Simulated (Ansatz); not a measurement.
CdH2O2 in Ansatz: convergence with k mesh

CdH2O2:

```
CELL_PARAMETERS angstrom
3.83982 0.00000 0.00000
-1.91991 3.32538 0.00000
0.00000 0.00000 4.44139
ATOMIC_POSITIONS crystal
Cd 0.32732 0.66417 0.97982
O 0.68154 0.32551 0.20112
O 0.00608 0.00411 0.78846
H 0.66579 0.33065 0.42661
H 0.99059 0.97986 0.00745
```

The cell comes from a database or a generator and needn't be the stable form of this composition.

The cell isn't the ideal one: atoms moved at random, drawn with an rms of 0.05 Å.

| Quantity | Value |
| --- | --- |
| Program | Ansatz 0.2.0 |
| Task | convergence study |
| Functional | LDA |
| Potentials or basis | Ansatz PAW |
| Cutoff | 420 eV (not typed: the program's choice for these potentials) |
| k mesh | 3 × 3 × 2 |
| Occupations | cold, width 0.05 eV |
| Spin | no spin polarisation |

These are the settings of the first run; the series varies k mesh, with any setting tied to it.

Hardware: 2 threads of Intel(R) Xeon(R) Platinum 8488C (Sapphire Rapids), on a shared host.

Task: The values tried are 3 × 3 × 2, 3 × 3 × 3, 4 × 4 × 3, 5 × 5 × 4, 6 × 6 × 5, 7 × 7 × 6, 9 × 9 × 7, 11 × 11 × 8, 13 × 13 × 10, loosest first. From which on does the largest force stay within 0.005 eV/Å of the tightest run that finished?

Result: From 5 × 5 × 4 on.

| k mesh | energy less the tightest run, at zero smearing (meV/atom) | largest force (eV/Å) | gap on the mesh (eV) | SCF cycles | CPU time (s) | peak memory (GiB) |
| --- | --- | --- | --- | --- | --- | --- |
| 3 × 3 × 2 | 6.76 | 1.033 | 1.066 | 8 | 1 | 0.34 |
| 3 × 3 × 3 | 6.96 | 1.035 | 1.064 | 8 | 1.2 | 0.36 |
| 4 × 4 × 3 | 1.28 | 1.017 | 1.003 | 8 | 2.1 | 0.39 |
| 5 × 5 × 4 | 0.36 | 1.011 | 1.035 | 9 | 3.5 | 0.42 |
| 6 × 6 × 5 | 0.08 | 1.010 | 1.008 | 8 | 5.9 | 0.46 |
| 7 × 7 × 6 | 0.06 | 1.009 | 1.023 | 9 | 9.3 | 0.51 |
| 9 × 9 × 7 | 0.02 | 1.009 | 1.017 | 8 | 17 | 0.64 |
| 11 × 11 × 8 | 0.00 | 1.009 | 1.014 | 8 | 30 | 0.83 |
| 13 × 13 × 10 | 0.00 | 1.009 | 1.013 | 8 | 52 | 1.2 |

Against the tightest run, the energy stays within 1 meV/atom from 5 × 5 × 4 on; the gap on the mesh stays within 0.01 eV from 6 × 6 × 5 on. Meshes of other sizes hit other points, so gaps and Fermi surfaces needn't settle smoothly. The tightest run that finished is the yardstick and may itself not be fully converged.

Caveat, for the tightest run too: odd divisions of the mesh miss points on the zone boundary, where band edges often lie, so the gap on the mesh can be too wide; the PAW data sets come from PBE, with cores solved anew for the run's functional, which leaves a small shift of forces and pressure.
